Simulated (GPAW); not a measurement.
# KBr (Fm-3m) in GPAW: settings compared, part 2 of 2

GPAW 26.7.0. The steps go on from the part before.

## Step 3: Band structure, RPBE

Input file run.py:

```python
from ase.dft.bandgap import bandgap
from ase.io import read, write
from ase.units import GPa
from gpaw import GPAW, PW

atoms = read('POSCAR')

calc = GPAW(mode=PW(600),
            xc='RPBE',
            kpts={'size': (7, 7, 7), 'gamma': True},
            occupations={'name': 'fermi-dirac', 'width': 0.05},
            nbands=16,
            convergence={'density': 1e-05, 'energy': 1e-05},
            maxiter=150,
            txt='gpaw.txt')
atoms.calc = calc
energy = atoms.get_potential_energy()
forces = atoms.get_forces()
stress = atoms.get_stress()
calc.write('gs.gpw')
write('result.traj', atoms)
print(f'Energy: {energy:.6f} eV')
print('Forces (eV/A):')
print(forces.round(4))
print('Stress (GPa):', (stress / GPa).round(3))
print('Fermi level:', round(calc.get_fermi_level(), 4), 'eV')
print(f'Gap: {bandgap(calc)[0]:.4f} eV, direct: {bandgap(calc, direct=True)[0]:.4f} eV')

path = atoms.cell.bandpath('GXWKGLUWLK,UX', npoints=60, eps=1e-4)
bs_calc = calc.fixed_density(kpts=path, symmetry='off', nbands=30,
                             convergence={'bands': 'CBM+6.0', 'eigenstates': 1e-6}, txt='bands.txt')
bs = bs_calc.band_structure()
bs.write('bs.json')
print(f'Gap on the path: {bandgap(bs_calc)[0]:.4f} eV')
```

Input file POSCAR:

```
KBr
1.0
    0.0000000000      3.3000000000      3.3000000000
    3.3000000000      0.0000000000      3.3000000000
    3.3000000000      3.3000000000      0.0000000000
Br K
1 1
Direct
    0.5000000000      0.5000000000      0.5000000000
    0.0000000000      0.0000000000      0.0000000000
```

Potentials or basis: the program's PAW data sets (release 1.2.1) made for this functional, pw.

Command:

```console
$ OMP_NUM_THREADS=1 python run.py
```

Run time: 53 s. Hardware: 1 thread of Arm Neoverse V2, shared host; peak memory 0.28 GiB.

The run converged. Its results:

- Free energy: -6.0235 eV
- Pressure: 2.1 GPa
- Band gap on the k mesh: 4.78 eV, direct
- Band gap along the path: 4.78 eV, direct

Levels at the corners of the path, in eV from the valence-band top:
```
point  band 4  band 5  band 6  band 7  band 8  band 9  band 10  band 11  band 12  band 13
    Γ  -11.33  -11.33    0.00    0.00    0.00    4.78     7.79     7.79     7.79     8.53
    X  -11.36  -11.36   -0.78   -0.28   -0.28    6.12     7.46     9.41     9.75     9.84
    W  -11.39  -11.22   -0.56   -0.56   -0.51    7.63     7.63     8.48     9.16    10.78
    K  -11.35  -11.24   -0.66   -0.61   -0.32    6.84     8.41     8.72     9.31    10.02
    Γ  -11.33  -11.33    0.00    0.00    0.00    4.78     7.79     7.79     7.79     8.53
    L  -11.33  -11.06   -1.12   -0.32   -0.32    6.89     8.48     9.86     9.86    10.26
    U  -11.35  -11.24   -0.66   -0.61   -0.32    6.84     8.41     8.72     9.31    10.02
    W  -11.39  -11.22   -0.56   -0.56   -0.51    7.63     7.63     8.48     9.16    10.78
    L  -11.33  -11.06   -1.12   -0.32   -0.32    6.89     8.48     9.86     9.86    10.26
    K  -11.35  -11.24   -0.66   -0.61   -0.32    6.84     8.41     8.72     9.31    10.02
    U  -11.35  -11.24   -0.66   -0.61   -0.32    6.84     8.41     8.72     9.31    10.02
    X  -11.36  -11.36   -0.78   -0.28   -0.28    6.12     7.46     9.41     9.75     9.84
```

## Step 4: Band structure, revPBE

run.py: that of step 3 with these lines changed.

```diff
@@ -5,6 +5,6 @@
 
-atoms = read('POSCAR')
+atoms = read('KBr.xyz')
 
 calc = GPAW(mode=PW(600),
-            xc='RPBE',
+            xc='revPBE',
             kpts={'size': (7, 7, 7), 'gamma': True},
@@ -28,3 +28,3 @@
 
-path = atoms.cell.bandpath('GXWKGLUWLK,UX', npoints=60, eps=1e-4)
+path = atoms.cell.bandpath('GXWKGLUWLK,UX', npoints=100, eps=1e-4)
 bs_calc = calc.fixed_density(kpts=path, symmetry='off', nbands=30,
```

Input file KBr.xyz:

```xyz
2
Lattice="0.0000000000 3.3000000000 3.3000000000 3.3000000000 0.0000000000 3.3000000000 3.3000000000 3.3000000000 0.0000000000" Properties=species:S:1:pos:R:3 pbc="T T T"
Br     3.3000000000      3.3000000000      3.3000000000
K      0.0000000000      0.0000000000      0.0000000000
```

Command:

```console
$ OMP_NUM_THREADS=1 python run.py
```

Run time: 81 s. Hardware: 1 thread of Arm Neoverse V2, shared host; peak memory 0.34 GiB.

Results (log left out):

```
Free energy             : -6.0321 eV
Pressure                : 1.8 GPa
Band gap on the k mesh  : 4.73 eV, direct
Band gap along the path : 4.73 eV, direct
```

Levels at the corners of the path, in eV from the valence-band top:
| point | band 5 | band 6 | band 7 | band 8 | band 9 | band 10 | band 11 | band 12 |
| --- | --- | --- | --- | --- | --- | --- | --- | --- |
| Γ | -11.31 | 0.00 | 0.00 | 0.00 | 4.73 | 7.76 | 7.76 | 7.76 |
| X | -11.35 | -0.78 | -0.28 | -0.28 | 6.09 | 7.43 | 9.40 | 9.73 |
| W | -11.21 | -0.56 | -0.56 | -0.52 | 7.60 | 7.60 | 8.45 | 9.13 |
| K | -11.23 | -0.67 | -0.61 | -0.32 | 6.81 | 8.37 | 8.69 | 9.28 |
| Γ | -11.31 | 0.00 | 0.00 | 0.00 | 4.73 | 7.76 | 7.76 | 7.76 |
| L | -11.05 | -1.13 | -0.32 | -0.32 | 6.84 | 8.45 | 9.85 | 9.85 |
| U | -11.23 | -0.67 | -0.61 | -0.32 | 6.81 | 8.37 | 8.69 | 9.28 |
| W | -11.21 | -0.56 | -0.56 | -0.52 | 7.60 | 7.60 | 8.45 | 9.13 |
| L | -11.05 | -1.13 | -0.32 | -0.32 | 6.84 | 8.45 | 9.85 | 9.85 |
| K | -11.23 | -0.67 | -0.61 | -0.32 | 6.81 | 8.37 | 8.69 | 9.28 |
| U | -11.23 | -0.67 | -0.61 | -0.32 | 6.81 | 8.37 | 8.69 | 9.28 |
| X | -11.35 | -0.78 | -0.28 | -0.28 | 6.09 | 7.43 | 9.40 | 9.73 |

revPBE gaps usually lie below the measured ones, often by a third to a half.

## Step 5: Band structure, BLYP

run.py: that of step 4 with these lines changed.

```diff
@@ -3,3 +3,5 @@
 from ase.units import GPa
-from gpaw import GPAW, PW
+from gpaw import GPAW, PW, setup_paths
+
+setup_paths.insert(0, '.')
 
@@ -8,3 +10,3 @@
 calc = GPAW(mode=PW(600),
-            xc='revPBE',
+            xc='BLYP',
             kpts={'size': (7, 7, 7), 'gamma': True},
@@ -13,2 +15,3 @@
             convergence={'density': 1e-05, 'energy': 1e-05},
+            eigensolver='davidson',
             maxiter=150,
@@ -28,3 +31,3 @@
 
-path = atoms.cell.bandpath('GXWKGLUWLK,UX', npoints=100, eps=1e-4)
+path = atoms.cell.bandpath('GXWKGLUWLK,UX', npoints=60, eps=1e-4)
 bs_calc = calc.fixed_density(kpts=path, symmetry='off', nbands=30,
```

KBr.xyz is that of step 4.

Potentials or basis: PAW data sets generated in the run's folder for this functional, pw.

Command:

```console
$ gpaw-setup -f BLYP Br K
$ OMP_NUM_THREADS=1 python run.py
```

Run time: 42 s. Hardware: 1 thread of Arm Neoverse V2, shared host; peak memory 0.27 GiB.

Results (log left out):

```
Free energy             : -5.9080 eV
Pressure                : 1.4 GPa
Band gap on the k mesh  : 4.44 eV, direct
Band gap along the path : 4.44 eV, direct
```

Levels at the corners of the path, in eV from the valence-band top:
| point | band 4 | band 5 | band 6 | band 7 | band 8 | band 9 | band 10 | band 11 | band 12 | band 13 |
| --- | --- | --- | --- | --- | --- | --- | --- | --- | --- | --- |
| Γ | -11.36 | -11.36 | 0.00 | 0.00 | 0.00 | 4.44 | 7.54 | 7.54 | 7.54 | 8.33 |
| X | -11.39 | -11.39 | -0.80 | -0.28 | -0.28 | 5.89 | 7.13 | 9.22 | 9.50 | 9.61 |
| W | -11.42 | -11.26 | -0.58 | -0.58 | -0.54 | 7.41 | 7.41 | 8.18 | 8.88 | 10.53 |
| K | -11.38 | -11.28 | -0.69 | -0.64 | -0.33 | 6.62 | 8.09 | 8.51 | 9.04 | 9.83 |
| Γ | -11.36 | -11.36 | 0.00 | 0.00 | 0.00 | 4.44 | 7.54 | 7.54 | 7.54 | 8.33 |
| L | -11.36 | -11.10 | -1.17 | -0.33 | -0.33 | 6.65 | 8.24 | 9.60 | 9.60 | 10.06 |
| U | -11.38 | -11.28 | -0.69 | -0.64 | -0.33 | 6.62 | 8.09 | 8.51 | 9.04 | 9.83 |
| W | -11.42 | -11.26 | -0.58 | -0.58 | -0.54 | 7.41 | 7.41 | 8.18 | 8.88 | 10.53 |
| L | -11.36 | -11.10 | -1.17 | -0.33 | -0.33 | 6.65 | 8.24 | 9.60 | 9.60 | 10.06 |
| K | -11.38 | -11.28 | -0.69 | -0.64 | -0.33 | 6.62 | 8.09 | 8.51 | 9.04 | 9.83 |
| U | -11.38 | -11.28 | -0.69 | -0.64 | -0.33 | 6.62 | 8.09 | 8.51 | 9.04 | 9.83 |
| X | -11.39 | -11.39 | -0.80 | -0.28 | -0.28 | 5.89 | 7.13 | 9.22 | 9.50 | 9.61 |

Expect the measured gap to be larger: semilocal functionals such as BLYP lack the derivative discontinuity.

## Step 6: Summary

| level | potentials or basis | spin | k mesh | band points | spin axis theta (degrees) | spin axis phi (degrees) | soc after scf | eigensolver | gap on the mesh (eV) | pressure (GPa) |
| --- | --- | --- | --- | --- | --- | --- | --- | --- | --- | --- |
| PBEsol | PAW data sets generated in the run's folder for this functional, pw | SOC, no magnetisation | 5 × 5 × 5 | 100 | 54.7 | 45 | second variation | - | 4.12 | -0.3 |
| RPBE | the program's PAW data sets (release 1.2.1) made for this functional, pw | off | 7 × 7 × 7 | 60 | - | - | - | - | 4.78 | 2.1 |
| revPBE | the program's PAW data sets (release 1.2.1) made for this functional, pw | off | 7 × 7 × 7 | 100 | - | - | - | - | 4.73 | 1.8 |
| BLYP | PAW data sets generated in the run's folder for this functional, pw | off | 7 × 7 × 7 | 60 | - | - | - | davidson | 4.44 | 1.4 |

Alike in all rows: task band structure; cell as given; cutoff (eV) 600; smearing fermi-dirac 0.05 eV.

Caveats: spin-orbit coupling was added after a scalar SCF, so levels and gaps hold it while energy, forces, pressure and moments don't (some runs); this program's spin-orbit splittings come out too wide for heavy elements (some runs).

Absolute energies hang on the potentials; compare differences alone.
